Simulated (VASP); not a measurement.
# ZnSe (F-43m) in VASP: band structure with HF

Aim: the band structure of ZnSe with HF.

Program: VASP 6.6.1. These are calculated values, not measurements. Logs are shortened: lines on timing, memory, paths and dates and some standing lists are left out, and cuts for length are marked.

**Measured values to compare with.**

From “Alloy Disordering Effects on the Thermal Conductivity and Energy Gap Temperature Dependence of Cd1−xZnxSe Ternary Crystals Grown by the Bridgman Method”, 2023, pmc:10253836, for a bulk crystal of ZnSe at 300 K: band gap 2.695 ± 0.003 eV (an exciton energy, a little under the gap).

How close the calculation comes is told below.

## (1) The structure

The structure is cubic, space group F-43m (No. 216). The conventional cell has a = 5.740 Å, b = 5.740 Å, c = 5.740 Å, α = 90.00°, β = 90.00°, γ = 90.00°. Zn (site symmetry -43m) has 4 Se at 2.49 Å as nearest neighbours. Around Se (site symmetry -43m) lie 4 Zn at 2.49 Å.

## (2) Band structure, HF

Input file POSCAR:

```
ZnSe                                    
1.0
    0.0000000000      2.8698678264      2.8698678264
    2.8698678264      0.0000000000      2.8698678264
    2.8698678264      2.8698678264      0.0000000000
  Zn              Se            
     1     1
Direct
     0.0000000000000000    0.0000000000000000    0.0000000000000000
     0.2500000000000000    0.2500000000000000    0.2500000000000000
```

Input file INCAR.step1:

```
PREC     = Accurate       # precision mode
ENCUT    = 520            # plane-wave cutoff, eV
EDIFF    = 1E-5           # SCF threshold, eV
ISMEAR   = 0              # smearing method
SIGMA    = 0.02           # smearing width, eV
LREAL    = F              # projectors in reciprocal space
LASPH    = T              # aspherical terms in the spheres
NELM     = 60             # most SCF steps
ALGO     = Normal         # electronic algorithm
ISIF     = 2              # what is computed and relaxed
LWAVE    = T              # write WAVECAR
LCHARG   = F              # write CHGCAR
NBANDS   = 16             # bands
KPAR     = 4            
GGA      = PE             # functional
```

Input file INCAR.step2:

```
PREC     = Accurate       # precision mode
ENCUT    = 520            # plane-wave cutoff, eV
EDIFF    = 1E-7           # SCF threshold, eV
ISMEAR   = 0              # smearing method
SIGMA    = 0.02           # smearing width, eV
LREAL    = F              # projectors in reciprocal space
LASPH    = T              # aspherical terms in the spheres
NELM     = 60             # most SCF steps
ALGO     = Normal         # electronic algorithm
ISIF     = 2              # what is computed and relaxed
LWAVE    = F              # write WAVECAR
LCHARG   = F              # write CHGCAR
GGA      = PE             # functional
LHFCALC  = T              # exact exchange
AEXX     = 1.0            # exact-exchange fraction
ALDAC    = 0.0          
AGGAC    = 0.0          
PRECFOCK = Fast         
HFRCUT   = -1           
NBANDS   = 16             # bands
KPAR     = 4            
ISTART   = 1
```

Input file KPOINTS:

```
Automatic mesh
0
Gamma
  6 6 6
```

Input file KPOINTS_OPT:

```
path GXWKGLUWLK,UX
10
line-mode
reciprocal
 0.0000000000  0.0000000000  0.0000000000  G
 0.5000000000  0.0000000000  0.5000000000  X

 0.5000000000  0.0000000000  0.5000000000  X
 0.5000000000  0.2500000000  0.7500000000  W

 0.5000000000  0.2500000000  0.7500000000  W
 0.3750000000  0.3750000000  0.7500000000  K

 0.3750000000  0.3750000000  0.7500000000  K
 0.0000000000  0.0000000000  0.0000000000  G

 0.0000000000  0.0000000000  0.0000000000  G
 0.5000000000  0.5000000000  0.5000000000  L

 0.5000000000  0.5000000000  0.5000000000  L
 0.6250000000  0.2500000000  0.6250000000  U

 0.6250000000  0.2500000000  0.6250000000  U
 0.5000000000  0.2500000000  0.7500000000  W

 0.5000000000  0.2500000000  0.7500000000  W
 0.5000000000  0.5000000000  0.5000000000  L

 0.5000000000  0.5000000000  0.5000000000  L
 0.3750000000  0.3750000000  0.7500000000  K

 0.6250000000  0.2500000000  0.6250000000  U
 0.5000000000  0.0000000000  0.5000000000  X
```

Potentials or basis: VASP PAW PBE potentials, release 64 (Zn, Se).

On the command line:

```
$ cat potpaw_PBE.64/Zn/POTCAR potpaw_PBE.64/Se/POTCAR > POTCAR
$ cp INCAR.step1 INCAR
$ mpirun -np 4 vasp_std > vasp.out
$ cp INCAR.step2 INCAR
$ mpirun -np 4 vasp_std > vasp.out
```

OUTCAR:

```text
PREC = Accurate
   ENCUT = 520
   EDIFF = 1E-7
   ISMEAR = 0
   LREAL = F
   LASPH = T
   NELM = 60
   ISIF = 2
   GGA = PE
   LHFCALC = T
   AEXX = 1.0
   PRECFOCK = Fast
   ISTART = 1

 ion  position               nearest neighbor table
   1  0.000  0.000  0.000-   2 2.49   2 2.49   2 2.49   2 2.49
   2  0.250  0.250  0.250-   1 2.49   1 2.49   1 2.49   1 2.49

  LATTYP: Found a face centered cubic cell.
 ALAT       =     5.7397356528

  Lattice vectors:

 A1 = (   0.0000000000,   2.8698678264,   2.8698678264)
 A2 = (   2.8698678264,   0.0000000000,   2.8698678264)
 A3 = (   2.8698678264,   2.8698678264,   0.0000000000)

Analysis of symmetry for initial positions (statically):
=====================================================================
 Subroutine PRICEL returns:
 Original cell was already a primitive cell.

 Routine SETGRP: Setting up the symmetry group for a
 face centered cubic supercell.

 Subroutine GETGRP returns: Found 24 space group operations
 (whereof 24 operations were pure point group operations)
 out of a pool of 48 trial point group operations.

The static configuration has the point symmetry T_d .

Analysis of symmetry for dynamics (positions and initial velocities):
=====================================================================
 Subroutine PRICEL returns:
 Original cell was already a primitive cell.

 Routine SETGRP: Setting up the symmetry group for a
 face centered cubic supercell.

 Subroutine GETGRP returns: Found 24 space group operations
 (whereof 24 operations were pure point group operations)
 out of a pool of 48 trial point group operations.

The dynamic configuration has the point symmetry T_d .

 Subroutine INISYM returns: Found 24 space group operations
 (whereof 24 operations are pure point group operations),
 and found     1 'primitive' translations

----------------------------------------------------------------------------------------

                                     Primitive cell

  volume of cell :      47.2733

  direct lattice vectors                    reciprocal lattice vectors
     0.000000000  2.869867826  2.869867826    -0.174224052  0.174224052  0.174224052
     2.869867826  0.000000000  2.869867826     0.174224052 -0.174224052  0.174224052
     2.869867826  2.869867826  0.000000000     0.174224052  0.174224052 -0.174224052

  length of vectors
     4.058606002  4.058606002  4.058606002     0.301764909  0.301764909  0.301764909

  position of ions in fractional coordinates (direct lattice)
     0.000000000  0.000000000  0.000000000
     0.250000000  0.250000000  0.250000000

  ion indices of the primitive-cell ions
   primitive index   ion index
                 1           1
                 2           2

----------------------------------------------------------------------------------------

 KPOINTS: Automatic mesh

Automatic generation of k-mesh.
 Grid dimensions read from file:
 generate k-points for:    6    6    6

 Generating k-lattice:

  Cartesian coordinates                     Fractional coordinates (reciprocal lattice)
    -0.029037342  0.029037342  0.029037342     0.166666667  0.000000000  0.000000000
     0.029037342 -0.029037342  0.029037342     0.000000000  0.166666667  0.000000000
     0.029037342  0.029037342 -0.029037342     0.000000000  0.000000000  0.166666667

  Length of vectors
     0.050294152  0.050294152  0.050294152

  Shift w.r.t. Gamma in fractional coordinates (k-lattice)
     0.000000000  0.000000000  0.000000000

 Subroutine IBZKPT returns following result:
 ===========================================

 Found     16 irreducible k-points:

 Following reciprocal coordinates:
            Coordinates               Weight
  0.000000  0.000000  0.000000      1.000000
  0.166667  0.000000  0.000000      8.000000
  0.333333  0.000000  0.000000      8.000000
  0.500000  0.000000  0.000000      4.000000
  0.166667  0.166667  0.000000      6.000000
  0.333333  0.166667  0.000000     24.000000
[... 8 lines left out ...]
 -0.333333  0.333333  0.166667     24.000000
 -0.333333  0.500000  0.166667     12.000000
   k-points           NKPTS =     16   k-points in BZ     NKDIM =    216   number of bands    NBANDS=     16
   number of dos      NEDOS =    301   number of ions     NIONS =      2
   total plane-waves  NPLWV =  27000
   dimension x,y,z NGX =    30 NGY =   30 NGZ =   30
   dimension x,y,z NGXF=    60 NGYF=   60 NGZF=   60
   ions per type =               1   1
   NGX,Y,Z   is equivalent  to a cutoff of  12.29, 12.29, 12.29 a.u.
   NGXF,Y,Z  is equivalent  to a cutoff of  24.58, 24.58, 24.58 a.u.
 SYSTEM =  unknown system
   PREC   = accura    normal or accurate (medium, high low for compatibility)
   ISTART =      1    job   : 0-new  1-cont  2-samecut
   ICHARG =      0    charge: 1-file 2-atom 10-const
   ISPIN  =      1    spin polarized calculation?
   LNONCOLLINEAR =      F non collinear calculations
   LSORBIT =      F    spin-orbit coupling
   LASPH  =      T    aspherical Exc in radial PAW
   ENCUT  =  520.0 eV  38.22 Ry    6.18 a.u.   7.55  7.55  7.55*2*pi/ulx,y,z
   NELM   =     60;   NELMIN=  2; NELMDL=  0     # of ELM steps
   EDIFF  = 0.1E-06   stopping-criterion for ELM
   LREAL  =      F    real-space projection
   EDIFFG = 0.1E-05   stopping-criterion for IOM
   NSW    =      0    number of steps for IOM
   IBRION =     -1    ionic relax: 0-MD 1-quasi-New 2-CG
   NFREE  =      0    steps in history (QN), initial steepest desc. (CG)
   ISIF   =      2    stress and relaxation
   ISYM   =      3    0-nonsym 1-usesym 2-fastsym
   POTIM  = 0.5000    time-step for ionic-motion
   TEBEG  =    0.0;   TEEND  =   0.0 temperature during run
   PSTRESS=    0.0 pullay stress
   NELECT =      18.0000    total number of electrons
   NUPDOWN=      -1.0000    fix difference up-down
   EMIN   =  10.00;   EMAX   =-10.00  energy-range for DOS
   EFERMI =   0.00;   METHOD = LEGACY
   ISMEAR =     0;   SIGMA  =   0.02  broadening in eV -4-tet -1-fermi 0-gaus
   EFERMI_NEDOS =   21; number of points for ismear=-14 and -15
   IALGO  =     38    algorithm
   IMIX   =      1    mixing-type and parameters
     AMIX     =   0.40;   BMIX     =  1.00
     AMIX_MAG =   1.60;   BMIX_MAG =  1.00
  volume/ion in A,a.u.               =      23.64       159.51
  Fermi-wavevector in a.u.,A,eV,Ry     =   1.186571  2.242294 19.156336  1.407951
  Thomas-Fermi vector in A             =   2.322741
   LORBIT       =      0    0 simple, 1 ext, 2 COOP (PROOUT), +10 PAW based schemes
   GGA     = PE    functional components
   LHFCALC =     T    Hartree Fock is set to
   PRECFOCK=fast      Normal, Fast or Accurate (Low or Medium for compatibility)
   ENCUT4O =  -1.0   cutoff for four orbital integrals eV
   NKREDX  =     1    reduce k-point grid by
   NKREDY  =     1    reduce k-point grid by
   NKREDZ  =     1    reduce k-point grid by
   AEXX    =    1.0000 exact exchange contribution
   HFSCREEN=    0.0000 screening length (either q_TF or 0.3 A-1)
   HFSCREENC=   0.0000 screening length for correlation (either q_TF or 0.3 A-1)
   ENCUTFOCK=  -1.0 apply spherical cutoff to Coloumb kernel
   IVDW    =     0    specifies the selected vdW correction
   LEPSILON=     F    determine dielectric tensor
   LRPA    =     F    only Hartree local field effects (RPA)
 non-spin polarized calculation
 Gauss-broadening in eV      SIGMA  =   0.02
  energy-cutoff  :      520.00
  volume of cell :       47.27
 maximum number of plane-waves:      1303
  NGX = 18; NGY = 18; NGZ = 18

 number of electron      18.0000016 magnetization

 Free energy of the ion-electron system (eV)
  ---------------------------------------------------
  ext. energy  EPLUGINS =         0.00000000
  ---------------------------------------------------
  free energy    TOTEN  =       -12.47183639 eV

  energy without entropy =      -12.47183639  energy(sigma->0) =      -12.47183639

 E-fermi :  -1.4090     XC(G=0):   0.0000

 val. band max:       -1.5564978411   @ k =   0.0000   0.0000   0.0000
 cond. band min:       7.2101408045   @ k =   0.0000   0.0000   0.0000
 fundamental gap:      8.7666386456
 Fermi energy:        -1.4089575758

 k-point     1 :       0.0000    0.0000    0.0000
  band No.  band energies     occupation
      1     -19.0608      2.00000
      2     -15.0250      2.00000
      3     -15.0250      2.00000
      4     -15.0250      2.00000
      5     -14.7633      2.00000
      6     -14.7633      2.00000
[... 8 lines left out ...]
     15      17.9599      0.00000
     16      17.9599      0.00000

 k-point     2 :       0.1667    0.0000    0.0000
  band No.  band energies     occupation
      1     -18.8506      2.00000
      2     -15.0086      2.00000
      3     -15.0086      2.00000
      4     -14.9468      2.00000
      5     -14.7649      2.00000
      6     -14.7649      2.00000
[... 8 lines left out ...]
     15      16.6892      0.00000
     16      17.5442      0.00000

 k-point     3 :       0.3333    0.0000    0.0000
  band No.  band energies     occupation
      1     -18.4141      2.00000
      2     -14.9789      2.00000
      3     -14.9789      2.00000
      4     -14.7640      2.00000
      5     -14.7640      2.00000
      6     -14.6769      2.00000
[... 8 lines left out ...]
     15      17.5610      0.00000
     16      17.5610      0.00000

 k-point     4 :       0.5000    0.0000    0.0000
  band No.  band energies     occupation
      1     -18.1853      2.00000
      2     -14.9663      2.00000
      3     -14.9663      2.00000
      4     -14.7609      2.00000
      5     -14.7609      2.00000
      6     -14.4371      2.00000
[... 8 lines left out ...]
     15      20.1809      0.00000
     16      20.1809      0.00000
[... 172 lines left out ...]
 k-point    14 :       0.5000    0.3333    0.1667
  band No.  band energies     occupation
      1     -18.1317      2.00000
      2     -14.9421      2.00000
      3     -14.9314      2.00000
      4     -14.8026      2.00000
      5     -14.7554      2.00000
      6     -14.4590      2.00000
[... 8 lines left out ...]
     15      19.9639      0.00000
     16      21.5899      0.00000

 k-point    15 :      -0.3333    0.3333    0.1667
  band No.  band energies     occupation
      1     -17.9896      2.00000
      2     -14.9338      2.00000
      3     -14.9181      2.00000
      4     -14.7924      2.00000
      5     -14.7628      2.00000
      6     -14.2737      2.00000
[... 8 lines left out ...]
     15      19.8272      0.00000
     16      21.3484      0.00000

 k-point    16 :      -0.3333    0.5000    0.1667
  band No.  band energies     occupation
      1     -17.9232      2.00000
      2     -14.9132      2.00000
      3     -14.9001      2.00000
      4     -14.8139      2.00000
      5     -14.7541      2.00000
      6     -14.2227      2.00000
[... 8 lines left out ...]
     15      20.9844      0.00000
     16      21.1363      0.00000

------------------------ aborting loop because EDIFF is reached ----------------------------------------

  FORCE on cell =-STRESS in cart. coord.  units (eV):
  Direction    XX          YY          ZZ          XY          YZ          ZX
  --------------------------------------------------------------------------------------
  -------------------------------------------------------------------------------------
  Total        1.0819044      1.0819044      1.0819044      0.0000000      0.0000000      0.0000000
  in kB       36.6677103     36.6677103     36.6677103      0.0000000      0.0000000      0.0000000
  external PRESSURE =      36.6677103 kB  Pullay stress =       0.0000000 kB

 VOLUME and BASIS-vectors are now :
 -----------------------------------------------------------------------------
  energy-cutoff  :      520.00
  volume of cell :       47.27
      direct lattice vectors                 reciprocal lattice vectors
     0.000000000  2.869867826  2.869867826    -0.174224052  0.174224052  0.174224052
     2.869867826  0.000000000  2.869867826     0.174224052 -0.174224052  0.174224052
     2.869867826  2.869867826  0.000000000     0.174224052  0.174224052 -0.174224052

 POSITION                                       TOTAL-FORCE (eV/Angst)
 -----------------------------------------------------------------------------------
      0.00000      0.00000      0.00000        -0.000000     -0.000000     -0.000000
      1.43493      1.43493      1.43493         0.000000      0.000000      0.000000
 -----------------------------------------------------------------------------------
    total drift:                                0.000013      0.000010      0.000008

  FREE ENERGIE OF THE ION-ELECTRON SYSTEM (eV)
  ---------------------------------------------------
  free  energy   TOTEN  =       -12.4718363905 eV

  energy  without entropy=      -12.4718363905  energy(sigma->0) =      -12.47183639
```

Wall time 20 min (4 MPI ranks of Intel Xeon 6975P-C (Granite Rapids), shared host); peak memory 0.28 GiB.

Results:

| Quantity | Value |
| --- | --- |
| Free energy | -12.4718 eV |
| Pressure | 3.7 GPa |
| Band gap on the k mesh | 8.77 eV, direct |
| Band gap along the path | 8.77 eV, direct |

Levels at the corners of the path, in eV from the valence-band top:
```tsv
point	band 5	band 6	band 7	band 8	band 9	band 10	band 11	band 12	band 13	band 14
Γ	-13.21	-13.21	0.00	0.00	0.00	8.77	13.55	13.55	13.55	18.37
X	-13.18	-12.73	-5.80	-2.53	-2.53	9.71	10.78	19.30	20.24	20.24
X	-13.18	-12.73	-5.80	-2.53	-2.53	9.71	10.78	19.30	20.24	20.24
W	-13.21	-12.65	-5.35	-3.44	-2.96	12.40	13.84	14.98	15.10	20.68
W	-13.21	-12.65	-5.35	-3.44	-2.96	12.40	13.84	14.98	15.10	20.68
K	-13.20	-12.69	-5.48	-3.68	-2.06	10.66	13.25	17.02	17.58	18.04
K	-13.20	-12.69	-5.48	-3.68	-2.06	10.66	13.25	17.02	17.58	18.04
Γ	-13.21	-13.21	0.00	0.00	0.00	8.77	13.55	13.55	13.55	18.37
Γ	-13.21	-13.21	0.00	0.00	0.00	8.77	13.55	13.55	13.55	18.37
L	-13.20	-12.88	-6.19	-0.99	-0.99	10.07	13.97	13.97	16.14	19.37
L	-13.20	-12.88	-6.19	-0.99	-0.99	10.07	13.97	13.97	16.14	19.37
U	-13.20	-12.69	-5.48	-3.68	-2.06	10.66	13.25	17.02	17.58	18.04
U	-13.20	-12.69	-5.48	-3.68	-2.06	10.66	13.25	17.02	17.58	18.04
W	-13.21	-12.65	-5.35	-3.44	-2.96	12.40	13.84	14.98	15.10	20.68
W	-13.21	-12.65	-5.35	-3.44	-2.96	12.40	13.84	14.98	15.10	20.68
L	-13.20	-12.88	-6.19	-0.99	-0.99	10.07	13.97	13.97	16.14	19.37
L	-13.20	-12.88	-6.19	-0.99	-0.99	10.07	13.97	13.97	16.14	19.37
K	-13.20	-12.69	-5.48	-3.68	-2.06	10.66	13.25	17.02	17.58	18.04
U	-13.20	-12.69	-5.48	-3.68	-2.06	10.66	13.25	17.02	17.58	18.04
X	-13.18	-12.73	-5.80	-2.53	-2.53	9.71	10.78	19.30	20.24	20.24
```

Caveat: the PAW data sets were made with another functional, which shifts forces and pressure a little.

## (3) Comparison with measurements

Step 2. Against the measured gap of ZnSe, 2.695 eV (an exciton energy, a little under the gap; 300 K; “Alloy Disordering Effects on the Thermal Conductivity and Energy Gap Temperature Dependence of Cd1−xZnxSe Ternary Crystals Grown by the Bridgman Method”, 2023, pmc:10253836), the calculated 8.77 eV is off by +6.07 eV. So large a miss can be the level of theory's own, or it may mean another phase, state or a wrong row. Spin-orbit coupling on Se is left out. The value is that of HF, without temperature or zero-point motion.
